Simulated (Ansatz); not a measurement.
# TiGe2As4 monolayer in a perpendicular field

What dipole does a perpendicular field induce in the TiGe2As4 monolayer? A positive field points along +c.

Method: plane-wave DFT, PBE-D3(BJ), Ansatz PAW, in Ansatz 0.2.0.

## (1) The structure

The cell holds 7 atoms: 4 As, 2 Ge and 1 Ti. Cell: a = 3.730 Å, b = 3.730 Å, c = 49.615 Å, α = 90.0°, β = 90.0°, γ = 120.0°. Vacuum lies along c.

## (2) Relaxing the slab

The starting cell is a guess, so the in-plane lattice and the atoms are relaxed first, with the slab cut off from its images along the normal.

Input file input.yaml:

```yaml
crystal:
  lattice:
    - [3.73, 0.0, 0.0]
    - [-1.865, 3.2302747561, 0.0]
    - [0.0, 0.0, 49.6152118803]
  atoms:
    - { symbol: As, position: [0.0, 0.0, 0.4061254449] }
    - { symbol: Ge, position: [0.3333333333, 0.6666666667, 0.4235192767] }
    - { symbol: As, position: [0.3333333333, 0.6666666667, 0.4702791294] }
    - { symbol: Ti, position: [0.0, 0.0, 0.5] }
    - { symbol: As, position: [0.3333333333, 0.6666666667, 0.5297208706] }
    - { symbol: Ge, position: [0.3333333333, 0.6666666667, 0.5764807233] }
    - { symbol: As, position: [0.0, 0.0, 0.5938745551] }
  periodic: [true, true, false]
kpoints:
  mp_grid: { grid: [12, 12, 1] }
hamiltonian:
  xc: pbe
  dispersion: d3bj
scf:
  occupations: { method: fermi_dirac, width: 0.05 }
  convergence: { dr2_threshold: 1.0e-09 }
relax:
  f_tol: 0.004
  max_steps: 90
  cell: {}
output:
  write_potential: true
  write_density: true
  volumetric_format: npy
```

Command:

```console
> ansatz run input.yaml --threads 4 --pin off --max-ram 6144MiB --backend cpu --events-out ev --progress --plain --runs-dir out
```

Numbers of over 12 decimals in the logs are rounded to 6 here.

What it wrote:

```text
Warning: relax.cell: scf.convergence.dr2_threshold = 1e-9 eV is looser than the 1.87628621054e-10 eV advised for a relaxation that steers and ends on the stress (1e-10 eV for each atom of the cell: 7, times the square of relax.cell.stress_2d_tol = 0.05 N/m over 19.3 Å (the atoms' height at the walk's start and 5 Å past either face), 2.589e-2 GPa, over a crystal's default 0.05). What an SCF threshold leaves in a stress goes as its square root, and in the free energy as the threshold itself, and one threshold admits the most on a small cell: [figures from the program's tests cut] Set scf.convergence.dr2_threshold to 1.87628621054e-10 eV or tighter. [rest of the remark cut]
Engine: ansatz 0.2.0, x86_64-unknown-linux-gnu
Pseudopotentials: kind: paw
Pseudopotential: As, paw, valence charge 15, recommended cutoff 420 eV (normal), As.paw.azcp
Pseudopotential: Ge, paw, valence charge 14, recommended cutoff 420 eV (normal), Ge.paw.azcp
Pseudopotential: Ti, paw, valence charge 12, recommended cutoff 420 eV (normal), Ti.paw.azcp
Functional definition: PBE
  parameter kappa = 0.804
  parameter beta = 0.066725
  exchange = pbe_x(kappa = kappa, mu = beta*pi^2/3)
  correlation = pbe_c(beta = beta)
Crystal: 7 atoms, lattice volume = 597.810 Å³
Basis set: ecut = 420 eV, 11733 PW (Γ), exchange–correlation on 50×50×720 points (8 copies of the dense FFT grid, shifted against one another)
Bands: 60, of which v1, the nominal top of the filled ones, is band 50 counted from 1 (49 counted from 0)
Symmetry: 12 space group operations
Space group: P-6m2 (ITA 187), of the structure as read, at distance tolerance 8.4e-5 Å
k-points: 19 of 144 (time reversal used)
Non-local potential: As, projectors of the file, l = 0: 2, l = 1: 2, l = 2: 3, l = 3: 1
Non-local potential: Ge, projectors of the file, l = 0: 2, l = 1: 2, l = 2: 3, l = 3: 1
Non-local potential: Ti, projectors of the file, l = 0: 3, l = 1: 2, l = 2: 3, l = 3: 1
PAW form: soft (Blöchl's): semilocal exchange-correlation on the pseudo side does not see the compensation charge
PAW one-centre angular grid: As, 590 points (default); XC on 64 Gauss nodes
PAW one-centre angular grid: Ge, 590 points (default); XC on 64 Gauss nodes
PAW one-centre angular grid: Ti, 590 points (default); XC on 64 Gauss nodes
Initial density: superposition of atomic densities (neutral atoms: chi_scale 0, normalization atom), corrected by the library's trained network
Initial wavefunctions: pseudopotential atomic-orbital guess
Functional: x = pbe(κ = 0.804, μ = 0.219515), c = pbe(β = 0.066725)
SCF iter   1: F=—  HF=-30516.733166 eV  |F-HF|=—  |Δ(HF+E_count)|=         —  Δρ=3.45e-3  dr2=1.12e-1  ethr=1.77e-3  ⟨swp⟩=11.3  Hψ=5583  notcnv=0  defer=20
preconditioner: auto → LDOS  [metal: Δε(μ)=0.050 eV  Ē_g=8.124 eV  σ=0.050 eV  W_gap=0.24  n_scr=84 (ndim 8)  ℏωp=8.6 eV  f_vac=0.738  D(μ)=1.01/eV (n_scr^D=8)  β→1.0]
SCF iter   2: F=—  HF=-30516.739985 eV  |F-HF|=—  |Δ(HF+E_count)|=   6.82e-3  Δρ=2.63e-3  dr2=1.71e-1  ethr=1.12e-4  ⟨swp⟩=4.1  Hψ=2208  notcnv=0  defer=46
SCF iter   3: F=—  HF=-30516.725896 eV  |F-HF|=—  |Δ(HF+E_count)|=   1.41e-2  Δρ=1.03e-3  dr2=2.08e-2  ethr=1.12e-4  ⟨swp⟩=3.4  Hψ=1647  notcnv=0  defer=46
SCF iter   4: F=—  HF=-30516.723491 eV  |F-HF|=—  |Δ(HF+E_count)|=   2.40e-3  Δρ=1.95e-4  dr2=2.91e-3  ethr=2.08e-5  ⟨swp⟩=3.0  Hψ=1686  notcnv=0  defer=46
SCF iter   5: F=—  HF=-30516.723092 eV  |F-HF|=—  |Δ(HF+E_count)|=   3.99e-4  Δρ=4.75e-5  dr2=1.64e-5  ethr=2.91e-6  ⟨swp⟩=3.0  Hψ=1536  notcnv=0  defer=46
SCF iter   6: F=—  HF=-30516.723072 eV  |F-HF|=—  |Δ(HF+E_count)|=   2.03e-5  Δρ=2.05e-5  dr2=3.28e-6  ethr=1.64e-8  ⟨swp⟩=4.2  Hψ=2502  notcnv=0  defer=46
SCF iter   7: F=—  HF=-30516.723094 eV  |F-HF|=—  |Δ(HF+E_count)|=   2.23e-5  Δρ=6.95e-6  dr2=3.05e-7  ethr=3.28e-9  ⟨swp⟩=2.8  Hψ=2101  notcnv=0  defer=46
SCF iter   8: F=—  HF=-30516.723094 eV  |F-HF|=—  |Δ(HF+E_count)|=   4.94e-7  Δρ=2.43e-6  dr2=2.60e-8  ethr=3.05e-10  ⟨swp⟩=3.2  Hψ=2052  notcnv=0  defer=46
SCF iter   9: F=—  HF=-30516.723095 eV  |F-HF|=—  |Δ(HF+E_count)|=   1.40e-7  Δρ=6.70e-7  dr2=2.18e-9  ethr=2.60e-11  ⟨swp⟩=2.9  Hψ=2032  notcnv=0  defer=46
SCF iter  10: F=-30516.723095 eV  HF=-30516.723095 eV  |F-HF|=8.73e-10  |Δ(HF+E_count)|=   1.20e-8  Δρ=1.51e-7  dr2=9.39e-11  ethr=1.00e-12  ⟨swp⟩=11.0  Hψ=7628  notcnv=0
SCF 1 converged in 10 iterations: F = -30516.723095 eV  dr2 = 9.39e-11
  greatest PAW one-centre occupation: 0.999 electrons in one spin orbital (limit 2), on the As atom at site 6 (counted from 0), in its partial waves of l = 2
relax step   1: F+E_penalty+E_count = -30516.72309457 eV  Δ(F+E_penalty+E_count) = +0.000e0 eV  max|allowed force component| = 2.847e0 eV/Å  Δτ_max = 0.0000 Å  P = +6.363 N/m  Ω = 597.810 Å³  fix = [c, alpha, beta]  reactions: c +0.000 N/m  (10 SCF iters, accepted)
Crystal: 7 atoms, lattice volume = 597.173 Å³
Initial density: handed on by an earlier stage of this run
Initial wavefunctions: those handed on with the density
iter 1 solved again at ethr=2.30e-4 eV; its pass at ethr=3.10e-3 eV (dr2=2.30e-1 eV) is discarded
SCF iter   1: F=—  HF=-30517.649763 eV  |F-HF|=—  |Δ(HF+E_count)|=         —  Δρ=5.33e-3  dr2=2.34e-1  ethr=2.30e-4  ⟨swp⟩=3.5  Hψ=5816  notcnv=0
preconditioner: auto → LDOS  [metal: Δε(μ)=0.029 eV  Ē_g=7.939 eV  σ=0.050 eV  W_gap=0.14  n_scr=84 (ndim 8)  ℏωp=8.6 eV  f_vac=0.730  D(μ)=0.97/eV (n_scr^D=8)  β→1.0]
SCF iter   2: F=—  HF=-30517.649857 eV  |F-HF|=—  |Δ(HF+E_count)|=   9.44e-5  Δρ=4.11e-3  dr2=2.29e-1  ethr=2.30e-4  ⟨swp⟩=5.7  Hψ=2791  notcnv=0
SCF iter   3: F=—  HF=-30517.600206 eV  |F-HF|=—  |Δ(HF+E_count)|=   4.97e-2  Δρ=1.60e-3  dr2=3.76e-2  ethr=2.29e-4  ⟨swp⟩=4.2  Hψ=2147  notcnv=0  defer=64
SCF iter   4: F=—  HF=-30517.594727 eV  |F-HF|=—  |Δ(HF+E_count)|=   5.48e-3  Δρ=3.09e-4  dr2=2.47e-3  ethr=3.76e-5  ⟨swp⟩=3.0  Hψ=1644  notcnv=0  defer=64
SCF iter   5: F=—  HF=-30517.594297 eV  |F-HF|=—  |Δ(HF+E_count)|=   4.30e-4  Δρ=1.27e-4  dr2=2.84e-4  ethr=2.47e-6  ⟨swp⟩=3.2  Hψ=1855  notcnv=0  defer=64
SCF iter   6: F=—  HF=-30517.594301 eV  |F-HF|=—  |Δ(HF+E_count)|=   3.71e-6  Δρ=4.75e-5  dr2=2.49e-5  ethr=2.84e-7  ⟨swp⟩=2.6  Hψ=1986  notcnv=0  defer=64
SCF iter   7: F=—  HF=-30517.594311 eV  |F-HF|=—  |Δ(HF+E_count)|=   1.05e-5  Δρ=1.33e-5  dr2=1.75e-6  ethr=2.49e-8  ⟨swp⟩=3.0  Hψ=2080  notcnv=0  defer=64
SCF iter   8: F=—  HF=-30517.594332 eV  |F-HF|=—  |Δ(HF+E_count)|=   2.07e-5  Δρ=3.46e-6  dr2=6.95e-8  ethr=1.75e-9  ⟨swp⟩=3.5  Hψ=2260  notcnv=0  defer=64
[...]
SCF iter   3: F=—  HF=-30517.708637 eV  |F-HF|=—  |Δ(HF+E_count)|=   3.84e-3  Δρ=5.89e-4  dr2=1.47e-2  ethr=3.32e-5  ⟨swp⟩=3.5  Hψ=2164  notcnv=0  defer=1
SCF iter   4: F=—  HF=-30517.706980 eV  |F-HF|=—  |Δ(HF+E_count)|=   1.66e-3  Δρ=3.17e-4  dr2=1.65e-3  ethr=1.47e-5  ⟨swp⟩=3.0  Hψ=1702  notcnv=0  defer=2
SCF iter   5: F=—  HF=-30517.706643 eV  |F-HF|=—  |Δ(HF+E_count)|=   3.37e-4  Δρ=6.70e-5  dr2=4.23e-5  ethr=1.65e-6  ⟨swp⟩=3.0  Hψ=1779  notcnv=0  defer=2
SCF iter   6: F=—  HF=-30517.706636 eV  |F-HF|=—  |Δ(HF+E_count)|=   6.70e-6  Δρ=2.08e-5  dr2=5.09e-6  ethr=4.23e-8  ⟨swp⟩=3.2  Hψ=2394  notcnv=0  defer=2
SCF iter   7: F=—  HF=-30517.706656 eV  |F-HF|=—  |Δ(HF+E_count)|=   1.93e-5  Δρ=7.04e-6  dr2=4.29e-7  ethr=5.09e-9  ⟨swp⟩=2.8  Hψ=2220  notcnv=0  defer=2
SCF iter   8: F=—  HF=-30517.706656 eV  |F-HF|=—  |Δ(HF+E_count)|=   3.37e-7  Δρ=2.60e-6  dr2=4.92e-8  ethr=4.29e-10  ⟨swp⟩=3.0  Hψ=2328  notcnv=0  defer=2
SCF iter   9: F=—  HF=-30517.706656 eV  |F-HF|=—  |Δ(HF+E_count)|=   6.98e-8  Δρ=6.69e-7  dr2=2.57e-9  ethr=4.92e-11  ⟨swp⟩=3.2  Hψ=2054  notcnv=0  defer=2
SCF iter  10: F=-30517.706656 eV  HF=-30517.706656 eV  |F-HF|=5.89e-10  |Δ(HF+E_count)|=   4.37e-9  Δρ=2.01e-7  dr2=2.96e-10  ethr=1.00e-12  ⟨swp⟩=10.5  Hψ=7609  notcnv=0
SCF 3 converged in 10 iterations: F = -30517.706656 eV  dr2 = 2.96e-10
relax step   3: F+E_penalty+E_count = -30517.70665602 eV  Δ(F+E_penalty+E_count) = -1.123e-1 eV  max|allowed force component| = 2.312e-1 eV/Å  Δτ_max = 0.1946 Å  P = +0.645 N/m  Ω = 592.326 Å³  energy of the carried Pulay correction = +2.296e-4 eV  fix = [c, alpha, beta]  reactions: c +0.000 N/m  (10 SCF iters, accepted)
[...]
relax step   4: F+E_penalty+E_count = -30517.71405772 eV  Δ(F+E_penalty+E_count) = -7.402e-3 eV  max|allowed force component| = 8.007e-2 eV/Å  Δτ_max = 0.0211 Å  P = +0.242 N/m  Ω = 597.244 Å³  energy of the carried Pulay correction = +2.358e-5 eV  fix = [c, alpha, beta]  reactions: c +0.000 N/m  (8 SCF iters, accepted)
[...]
relax step   5: F+E_penalty+E_count = -30517.71482361 eV  Δ(F+E_penalty+E_count) = -7.659e-4 eV  max|allowed force component| = 5.335e-3 eV/Å  Δτ_max = 0.0061 Å  P = +0.007 N/m  Ω = 599.359 Å³  energy of the carried Pulay correction = -6.448e-5 eV  fix = [c, alpha, beta]  reactions: c +0.000 N/m  (7 SCF iters, accepted)
[...]
relax step   6: F+E_penalty+E_count = -30517.71483401 eV  Δ(F+E_penalty+E_count) = -1.040e-5 eV  max|allowed force component| = 1.479e-3 eV/Å  Δτ_max = 0.0017 Å  P = -0.007 N/m  Ω = 599.379 Å³  energy of the carried Pulay correction = -6.531e-5 eV  fix = [c, alpha, beta]  reactions: c -0.000 N/m  (7 SCF iters, accepted)
Initial wavefunctions: pseudopotential atomic-orbital guess (no wavefunctions were taken with the density)
iter 1 solved again at ethr=3.26e-7 eV; its pass at ethr=3.10e-3 eV (dr2=3.26e-4 eV) is discarded
SCF iter   1: F=—  HF=-30517.711014 eV  |F-HF|=—  |Δ(HF+E_count)|=         —  Δρ=7.34e-5  dr2=6.71e-7  ethr=3.26e-7  ⟨swp⟩=5.2  Hψ=9429  notcnv=0
SCF iter   2: F=—  HF=-30517.714891 eV  |F-HF|=—  |Δ(HF+E_count)|=   3.88e-3  Δρ=1.23e-6  dr2=2.75e-8  ethr=6.71e-10  ⟨swp⟩=4.3  Hψ=2713  notcnv=0
SCF iter   3: F=—  HF=-30517.714890 eV  |F-HF|=—  |Δ(HF+E_count)|=   1.38e-7  Δρ=1.60e-6  dr2=7.79e-8  ethr=2.75e-11  ⟨swp⟩=3.1  Hψ=2398  notcnv=0
SCF iter   4: F=—  HF=-30517.714891 eV  |F-HF|=—  |Δ(HF+E_count)|=   1.27e-7  Δρ=4.62e-7  dr2=1.24e-8  ethr=2.75e-11  ⟨swp⟩=3.0  Hψ=2235  notcnv=0
SCF iter   5: F=-30517.714891 eV  HF=-30517.714891 eV  |F-HF|=6.38e-9  |Δ(HF+E_count)|=  2.69e-10  Δρ=7.98e-8  dr2=1.32e-10  ethr=1.00e-12  ⟨swp⟩=14.3  Hψ=9181  notcnv=0
SCF 7 converged in 5 iterations: F = -30517.714891 eV  dr2 = 1.32e-10
  greatest PAW one-centre occupation: 0.999 electrons in one spin orbital (limit 2), on the As atom at site 0 (counted from 0), in its partial waves of l = 2
relax step   7: F+E_penalty+E_count = -30517.71489052 eV  Δ(F+E_penalty+E_count) = -5.651e-5 eV  max|allowed force component| = 1.485e-3 eV/Å  Δτ_max = 0.0000 Å  P = -0.009 N/m  Ω = 599.379 Å³  fix = [c, alpha, beta]  reactions: c -0.000 N/m  stress off target by 8.83e-3 N/m on what of the cell is left free  SCF on the basis re-selected at this cell (its energy is not comparable with the rows above)  (5 SCF iters)
basis re-selected at this cell: Δ(F+E_penalty+E_count) = -5.651e-5 eV, ΔP = -0.002 N/m vs the last step (what re-selecting the basis moved, of the pressure what is left beyond the Pulay correction that the steps carried, after the strain that the cell walked since its last selection, with what the two solves' SCF thresholds leave and, on support functions, any second-order correction that the steps lacked; it is no m [...]
SCF converged after 5 iterations
Free energy (F): -30517.714891 eV
Harris-Foulkes:  -30517.714891 eV  (|F-HF|=6.38e-9)
Internal energy: -30517.705144 eV  (E = F + TS)
E sigma→0 (E₀):  -30517.710017 eV
Entropy (-TS):   -0.009746 eV (-1.392 meV/atom)
Fermi energy:    -5.049624 eV
--- Per-component energies (eV) ---
  E_band       = -2865.862185
  E_kinetic    = 907.482540
  E_local      = -635938.632038  (includes V_loc(G=0)·N_el)
  E_nonlocal   = -1837.219290
  E_hartree    = 317218.987987
  E_xc         = -565.684965
  E_vxc        = -568.311127  (∫ρ·V_xc dr)
  E_paw        = -12427.448165  (= ΣΔE_a)
  E_vpaw       = 132.837923  (= ΣTr[D̂ρ^β])
  E_aug_tail   = 0.000746  (compensation charges beyond the density's cutoff)
  E_ewald      = 302127.102763
  E_disp       = -2.294723  (pairwise vdW)
  E_smearing   = -0.009746  (= −TS)
  E_closure    = -0.000000  (closes the sum)
  Σ components = -30517.714891   (vs F -30517.714891, Δ=0.00e0)
--- Forces (eV/Å), atoms counted from 1 ---
  atom   1  As     0.00000000    -0.00000000     0.00050172
  atom   2  Ge    -0.00000000    -0.00000000    -0.00058137
  atom   3  As    -0.00000000    -0.00000000     0.00148501
  atom   4  Ti     0.00000000    -0.00000000    -0.00000000
  atom   5  As     0.00000000    -0.00000000    -0.00148501
  atom   6  Ge    -0.00000000    -0.00000000     0.00058137
  atom   7  As     0.00000000    -0.00000000    -0.00050172
  max |Σ_I F_I| component: 4.63e-16 eV/Å
--- 2D stress c σ (N/m, compression-positive) ---
       -0.008833       0.000000       0.000000
       -0.000000      -0.008833      -0.000000
        0.000000      -0.000000      -0.000000
  P = ½ c Tr σ = -0.0088 N/m
--- Band table (eV; the first three rows and the last of 19) ---
  k-point 0: bands = [... 46 lower, -5.3614, -5.3614, -4.9986, -4.9986, -4.3220, -3.3015, -3.1799, -2.1710, ... 6 higher]
  k-point 1: bands = [... 46 lower, -5.6660, -5.5295, -5.1634, -5.1070, -4.2336, -2.7690, -2.7472, -2.2918, ... 6 higher]
  k-point 2: bands = [... 46 lower, -5.8449, -5.8110, -5.5130, -5.3625, -4.3287, -2.9325, -2.9208, -2.2781, ... 6 higher]
  k-point 18: bands = [... 46 lower, -7.3090, -7.3066, -6.4406, -5.7414, -4.1853, -3.7869, -3.6725, -3.0036, ... 6 higher]
  the weakly bound empty levels are not read free of the cell's end (no_gap_told)
--- Relaxed structure (6 steps of the walk, 6 accepted, 1 SCFs on fresh bases) ---
  F+E_penalty+E_count = -30517.71489052 eV   max|allowed force component| = 1.485e-3 eV/Å   (the final SCF, on the basis selected at the relaxed cell)
  cell:  # Å, volume = 599.3789 Å³
    - [3.734892, 2.715336371454626e-19, 0]
    - [-1.867446, 3.234511, 0]
    - [0, 0, 49.6152118803]
  atoms:
    - { symbol: As, position: [1.2396666560779116e-17, -5.135725556199062e-17, 0.398718] }
    - { symbol: Ge, position: [0.333333, 0.666667, 0.422023] }
    - { symbol: As, position: [0.333333, 0.666667, 0.470978] }
    - { symbol: Ti, position: [1.057355261855496e-17, -5.135725556199062e-17, 0.5] }
    - { symbol: As, position: [0.333333, 0.666667, 0.529022] }
    - { symbol: Ge, position: [0.333333, 0.666667, 0.577977] }
    - { symbol: As, position: [8.750438676330889e-18, -5.135725556199062e-17, 0.601282] }
```

Run time: 85 s. Hardware: 4 threads of Intel Xeon Platinum 8488C (Sapphire Rapids), shared host; peak memory 1.5 GiB; 5.5 min of CPU time.

The steps of the relaxation:

```csv
step,energy less that of the first step (eV),largest force component (eV/Å),volume (Å³)
1,0.0000,2.8475,597.81
2,-0.8712,0.6003,597.17
3,-0.9836,0.2312,592.33
4,-0.9910,0.0801,597.24
5,-0.9917,0.0053,599.36
6,-0.9917,0.0015,599.38
7*,-0.9918,0.0015,599.38
```

Relaxation steps marked * repeat the geometry before them on a plane-wave basis chosen anew for their cell, so energy and pressure can jump there.

Forces are held to the 12 operations that the run works with; a distortion that breaks them can't arise in this run.

```csv
cell as run,before,after,change
a (Å),3.730,3.735,+0.1 %
b (Å),3.730,3.735,+0.1 %
```

The atoms that moved most (Å, along periodic axes as changes of fractional coordinates times the final cell, across vacuum about the mean position):

```csv
atom,dx,dy,dz,length
As1,0.000,0.000,-0.368,0.368
As7,0.000,0.000,0.368,0.368
Ge6,0.000,0.000,0.074,0.074
Ge2,0.000,0.000,-0.074,0.074
As5,0.000,0.000,-0.035,0.035
As3,0.000,0.000,0.035,0.035
```

Numbers from this step:

- energy at zero smearing: -30517.7100 eV

The lattice constant a goes from 3.730 to 3.735 Å.

(Part 1 of 2 ends here.)

[Logs are printed without paths, hosts, clocks, repeated set-up lines and the standing remarks that a program may print on its own settings, such as how far it seeks lower states.]

[Hosts, paths, dates, database ids (printed as entryN), source tags and the programs' standing remarks are cut or masked in the printed files.]

[Maps of the electrostatic potential energy from Ansatz leave out the sawtooth potential of an applied field or a dipole correction, so their vacuum need not be flat; planar profiles and work functions include it.]
